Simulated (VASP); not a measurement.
Write the native input for VASP 6.6.1 that does the following.

- Task: band structure
- Functional: AM05
- Potentials or basis: VASP PAW PBE potentials, release 64 (Mn_pv, F)
- Cutoff: 520 eV
- k mesh: 6 × 6 × 8
- Occupations: fermi-dirac, width 0.05 eV
- Spin: collinear spin, ferromagnetic start
- Starting moments: [4.0, 4.0, 0.0, 0.0, 0.0, 0.0] μB
- Further INCAR settings: ALGO = Fast; EDIFF = 1e-06

The structure of MnF2 lies in POSCAR:

```
MnF2
1.0
    4.8738000000      0.0000000000      0.0000000000
    0.0000000000      4.8738000000      0.0000000000
    0.0000000000      0.0000000000      3.3107000000
Mn F
2 4
Direct
    0.5000000000      0.5000000000      0.5000000000
    0.0000000000      0.0000000000      0.0000000000
    0.8053000000      0.1947000000      0.5000000000
    0.6947000000      0.6947000000      0.0000000000
    0.1947000000      0.8053000000      0.5000000000
    0.3053000000      0.3053000000      0.0000000000
```

The input as run:

INCAR

```
SYSTEM = MnF2
PREC = Accurate ; ENCUT = 520
EDIFF = 1E-6 ; ISMEAR = -1
SIGMA = 0.05 ; LREAL = .False.
LASPH = .True. ; NELM = 120
ALGO = Fast ; ISIF = 2
LWAVE = .False. ; LCHARG = .False.
ISPIN = 2 ; MAGMOM = 4 4 0 0 0 0
LORBIT = 11 ; LMAXMIX = 4
GGA = AM
```

KPOINTS

```
Automatic mesh
0
Gamma
  6 6 8
  0 0 0
```

KPOINTS_OPT

```
path GXMGZRAZ,XR,MA
15
line-mode
reciprocal
 0.0000000000  0.0000000000  0.0000000000  G
 0.0000000000  0.5000000000  0.0000000000  X

 0.0000000000  0.5000000000  0.0000000000  X
 0.5000000000  0.5000000000  0.0000000000  M

 0.5000000000  0.5000000000  0.0000000000  M
 0.0000000000  0.0000000000  0.0000000000  G

 0.0000000000  0.0000000000  0.0000000000  G
 0.0000000000  0.0000000000  0.5000000000  Z

 0.0000000000  0.0000000000  0.5000000000  Z
 0.0000000000  0.5000000000  0.5000000000  R

 0.0000000000  0.5000000000  0.5000000000  R
 0.5000000000  0.5000000000  0.5000000000  A

 0.5000000000  0.5000000000  0.5000000000  A
 0.0000000000  0.0000000000  0.5000000000  Z

 0.0000000000  0.5000000000  0.0000000000  X
 0.0000000000  0.5000000000  0.5000000000  R

 0.5000000000  0.5000000000  0.0000000000  M
 0.5000000000  0.5000000000  0.5000000000  A
```

Potentials or basis: VASP PAW PBE potentials, release 64 (Mn_pv, F).

Launch:

```sh
$ cat potpaw_PBE.64/Mn_pv/POTCAR potpaw_PBE.64/F/POTCAR > POTCAR
$ mpirun -np 1 vasp_std > vasp.out
```

It gave:

The pressure is 0.5 GPa and the band gap on the k mesh is 1.11 eV, direct. The band gap along the path is 1.11 eV, direct and the net moment is 10.00 μB per cell. The site moments are Mn +4.58; F +0.08 μB and the valence electrons inside the program's atomic spheres are Mn 11.27; F 6.09.

Caveat: the PAW data sets were made with another functional, which shifts forces and pressure a little; only a ferromagnetic start was run, and an antiferromagnetic order may lie lower in energy.

It took 4.5 min on 1 thread of Intel(R) Xeon(R) 6975P-C (Granite Rapids), on a shared host, peak memory 0.47 GiB.
